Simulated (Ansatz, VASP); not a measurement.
## GaAs: VASP beside Ansatz

The input INCAR:

```
SYSTEM = GaAs
  PREC = Accurate
  ENCUT = 520
  EDIFF = 1E-6
  ISMEAR = 0
  SIGMA = 0.024
  LREAL = .False.
  LASPH = .True.
  NELM = 60
  ALGO = Normal
  ISIF = 2
  LWAVE = .False.
  LCHARG = .False.
  GGA = PE
  NBANDS = 16
```

File KPOINTS:

```
regular mesh
0
Gamma
  8 8 8
  0 0 0
```

Contents of POSCAR:

```
GaAs
1.0
    0.0000000000      2.8268500000      2.8268500000
    2.8268500000      0.0000000000      2.8268500000
    2.8268500000      2.8268500000      0.0000000000
As Ga
1 1
Direct
    0.7500000000      0.7500000000      0.7500000000
    0.0000000000      0.0000000000      0.0000000000
```

Contents of input.yaml:

```yaml
crystal:
  lattice:
    - [0.0, 2.82685, 2.82685]
    - [2.82685, 0.0, 2.82685]
    - [2.82685, 2.82685, 0.0]
  atoms:
    - { symbol: As, position: [0.75, 0.75, 0.75] }
    - { symbol: Ga, position: [0.0, 0.0, 0.0] }
hamiltonian:
  xc: pbe
  pseudopotentials: { kind: paw }
kpoints:
  mp_grid: { grid: [8, 8, 8] }
scf:
  occupations: { method: gaussian, width: 0.024 }
output:
  forces: true
  stress: true
  eigenvalues: true
```

Alike in both runs: task single point; functional PBE; k mesh 8 × 8 × 8; occupations gaussian, width 0.024 eV; no spin polarisation.

```csv
,VASP,Ansatz
version,VASP 6.6.1,Ansatz 0.2.0
potentials or method,"VASP PAW PBE potentials, release 64 (As, Ga_d)",Ansatz PAW
plane-wave cutoff (eV),520,420
valence electrons in the cell,18,28
```

VASP gave:

* gap on the k mesh at the Fermi level (eV): 0.52
* least direct gap on the mesh (eV): 0.52
* pressure (GPa): 3.4

Q: What did Ansatz give for the same quantities?

A: gap on the k mesh at the Fermi level (eV): 0.52; least direct gap on the mesh (eV): 0.52; pressure (GPa): 3.3.

With one functional, cell and mesh, what is left measures potentials, basis and numerics. The two sets of potentials don't hold the same shells in valence.

A k mesh can miss the band edges. PBE gaps usually lie below the measured ones, often by a third to a half.
